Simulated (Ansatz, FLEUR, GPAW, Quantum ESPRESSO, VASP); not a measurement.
One calculation of Ni, 7 ways

```
Ni
1.0
     0.00000    1.73757    1.73757
     1.73757    0.00000    1.73757
     1.73757    1.73757    0.00000
Ni
1
Direct
  0.00000 0.00000 0.00000
```

Alike in all runs: task band structure; functional PBEsol; k mesh 13 × 13 × 13; occupations fermi-dirac, width 0.05 eV; collinear spin, ferromagnetic start; no spin-orbit coupling. Pressure is positive in compression and, in plane waves, holds the error of the finite cutoff, which Ansatz's Pulay term estimates and takes out.

```json
{"program and potentials": "Ansatz, PAW datasets made for the crystal", "plane-wave cutoff (eV)": "340", "notes": "18 valence electrons an atom on average", "pressure (GPa)": "-2.40", "net moment per atom (μB)": "0.63"}
{"program and potentials": "FLEUR, all-electron, FLAPW", "plane-wave cutoff (eV)": "-", "notes": "-", "pressure (GPa)": "-", "net moment per atom (μB)": "0.63"}
{"program and potentials": "GPAW, PAW data sets generated for this functional", "plane-wave cutoff (eV)": "600", "notes": "16 valence electrons an atom on average; this data set often lies off other programs", "pressure (GPa)": "0.63", "net moment per atom (μB)": "0.63"}
{"program and potentials": "Quantum ESPRESSO, GBRV 1.5 PBEsol", "plane-wave cutoff (eV)": "612", "notes": "18 valence electrons an atom on average", "pressure (GPa)": "-2.64", "net moment per atom (μB)": "0.64"}
{"program and potentials": "Ansatz, all-electron LAPW, scalar-relativistic", "plane-wave cutoff (eV)": "-", "notes": "-", "pressure (GPa)": "-2.40", "net moment per atom (μB)": "0.63"}
{"program and potentials": "Quantum ESPRESSO, PseudoDojo 0.4.1 SR PBEsol standard", "plane-wave cutoff (eV)": "1333", "notes": "18 valence electrons an atom on average", "pressure (GPa)": "-2.29", "net moment per atom (μB)": "0.63"}
{"program and potentials": "VASP, PBE PAW files Ni, 520 eV", "plane-wave cutoff (eV)": "520", "notes": "potentials made for PBE; 10 valence electrons an atom on average", "pressure (GPa)": "-2.42", "net moment per atom (μB)": "0.62"}
```

The pressure spans -2.64 (Quantum ESPRESSO, GBRV 1.5 PBEsol) to 0.63 GPa (GPAW, PAW data sets generated for this functional), with all-electron results at -2.40. The net moment per atom spans 0.62 (VASP, PBE PAW files Ni, 520 eV) to 0.64 μB (Quantum ESPRESSO, GBRV 1.5 PBEsol), with all-electron results at 0.63. The state is the one that the start led to, which needn't be the lowest. The pressure on the cell as given of GPAW, PAW data sets generated for this functional lies far from the others; the cause wasn't traced.

Differences between rows come from potentials, basis sets and numerical settings, since the functional is the same but for its coding. Runs on potential files found faulty are left out.
